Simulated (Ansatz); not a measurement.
PbSe2: relaxation of cell and atoms with PBEsol+D3(BJ)

The system is PbSe2.

```
Pb Se
1.0
    -3.23863    3.23863    3.90220
     3.23863   -3.23863    3.90220
     3.23863    3.23863   -3.90220
Pb Se
2 4
Direct
  0.75000 0.75000 0.00000
  0.25000 0.25000 0.00000
  0.12982 0.37018 0.50000
  0.87018 0.62982 0.50000
  0.37018 0.87018 0.24037
  0.62982 0.12982 0.75963
```

The cell comes from a database or a generator and needn't be the stable form of this composition.

```
Program             : Ansatz 0.2.0
Task                : relaxation of cell and atoms
Functional          : PBEsol
Dispersion          : D3(BJ)
Potentials or basis : Ansatz PAW
Cutoff              : 420 eV (not typed: the program's choice for these potentials)
k mesh              : 6 × 6 × 6
Occupations         : fermi-dirac, width 0.05 eV
Spin                : no spin polarisation
```

```yaml
Relaxed_volume: 25.12 Å³/atom
Relaxed_cell: a = 5.851 Å, b = 5.851 Å, c = 5.851 Å, α = 114.76°, β = 114.76°, γ = 99.35°
Space_group_after_relaxing_to_0.05_Å: I4/mcm (No. 140)
Energy_gained_by_relaxing: 30.8 meV/atom
Ionic_steps: 5
Pressure_after_relaxing: 0.0 GPa
Band_gap_on_the_k_mesh: none (metal or under the smearing width)
```

Step by step:
```csv
step,energy change (eV),largest force (eV/Å),volume (Å³)
1,0.0000,0.1791,163.72
2,-0.0892,0.0503,142.74
3,-0.1834,0.0142,152.05
4,-0.1859,0.0008,150.69
5,-0.1846,0.0009,150.69
```

Final structure:
```
Pb Se
1.0
    -3.15433    3.15433    3.78626
     3.15433   -3.15433    3.78626
     3.15433    3.15433   -3.78626
Pb Se
2 4
Direct
  0.75000 0.75000 0.00000
  0.25000 0.25000 0.00000
  0.13327 0.36673 0.50000
  0.86673 0.63327 0.50000
  0.36673 0.86673 0.23346
  0.63327 0.13327 0.76654
```

Levels at points of the mesh, in eV from the Fermi level:
```
              k point  band 43  band 44  band 45  band 46  band 47  band 48  band 49  band 50
   (0.00, 0.00, 0.00)    -3.57    -3.13    -2.77    -0.08     2.19     2.19     3.58     3.58
  (0.00, 0.00, -0.50)    -2.10    -1.43    -1.42    -0.33     1.31     1.37     1.73     1.77
  (0.00, -0.50, 0.00)    -2.30    -2.30    -0.88    -0.88     0.48     0.48     2.60     2.60
(-0.50, -0.50, -0.50)    -1.45    -1.45     0.04     0.28     1.48     1.48     1.56     2.33
```

Wall time 42 s on 2 threads of Arm Neoverse V1 (shared host), peak memory 0.6 GiB.

Caveat: the plane-wave basis is chosen anew once the cell has moved, so the energies of steps on either side of that aren't comparable; pairwise dispersion overbinds metals, which lowers pressure and volume; the PAW data sets come from PBE, with cores solved anew for the run's functional, which leaves a small shift of forces and pressure. Spin-orbit coupling is left out, which matters for the levels of Pb.
